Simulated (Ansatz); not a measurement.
Here is an Ansatz 0.2.0 calculation.

The input input.yaml:

```yaml
crystal:
  lattice:
    - [0.0, 3.15085, 3.15085]
    - [3.15085, 0.0, 3.15085]
    - [3.15085, 3.15085, 0.0]
  atoms:
    - { symbol: Te, position: [0.5, 0.5, 0.5] }
    - { symbol: Sn, position: [0.0, 0.0, 0.0] }
kpoints:
  mp_grid: { grid: [7, 7, 7] }
scf:
  occupations: { method: fermi_dirac, width: 0.05 }
hamiltonian:
  xc: blyp
  dispersion: d3bj
  pseudopotentials: { kind: all_electron, lapw: { basis_error: 0.001 } }
output:
  forces: true
  stress: true
relax:
  f_tol: 0.01
  max_steps: 60
  cell: {}
```

Potentials or basis: all-electron LAPW, scalar-relativistic.

Command:

```sh
$ ansatz run input.yaml --threads 1 --pin off --max-ram 3072MiB --backend cpu --events-out ev --progress --plain --runs-dir out
```

Problem. Predict the relaxed volume.

Solution. 31.98 Å³/atom.

Problem. What does it give for the space group after relaxing (to 0.05 Å)?

Solution. Fm-3m (No. 225).

Problem. What does it give for the relaxed cell?

Solution. a = 4.489 Å, b = 4.489 Å, c = 4.489 Å, α = 60.00°, β = 60.00°, γ = 60.00°.

Step by step:
```csv
step,energy change (eV),largest force (eV/Å),volume (Å³)
1,0.0000,0.0000,62.56
2,-0.0037,0.0000,64.36
3,-0.0041,0.0000,63.96
4,-0.0041,0.0000,63.96
```

 The run has no spin-orbit coupling, so splittings on Te are missing.
